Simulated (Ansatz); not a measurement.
Here is an Ansatz 0.2.0 calculation.

The input input.yaml:

```yaml
crystal:
  lattice:
    - [0.0, 3.15085, 3.15085]
    - [3.15085, 0.0, 3.15085]
    - [3.15085, 3.15085, 0.0]
  atoms:
    - { symbol: Te, position: [0.5, 0.5, 0.5] }
    - { symbol: Sn, position: [0.0, 0.0, 0.0] }
kpoints:
  mp_grid: { grid: [5, 5, 5] }
scf:
  occupations: { method: fermi_dirac, width: 0.05 }
hamiltonian:
  xc: pbe
  pseudopotentials: { kind: all_electron, lapw: { basis_error: 0.001 } }
output: {}
phonons:
  method: fd
  supercell: [1, 1, 1]
```

Potentials or basis: all-electron LAPW, scalar-relativistic.

Command:

```sh
$ ansatz run input.yaml --threads 1 --pin off --max-ram 3072MiB --backend cpu --events-out ev --progress --plain --runs-dir out
```

Q: What does it give for the highest phonon frequency at Γ, LO-TO splitting left out?

A: 0 cm⁻¹.

Q: Estimate the most unstable mode.

A: 28i cm⁻¹.

Phonon frequencies in cm⁻¹ (negative: imaginary):
```tsv
q point	frequencies
(0.000, 0.000, 0.000)	-28 -28 -28 0 0 0
```

Caveat: some modes are imaginary. The run has no spin-orbit coupling, so splittings on Te are missing.
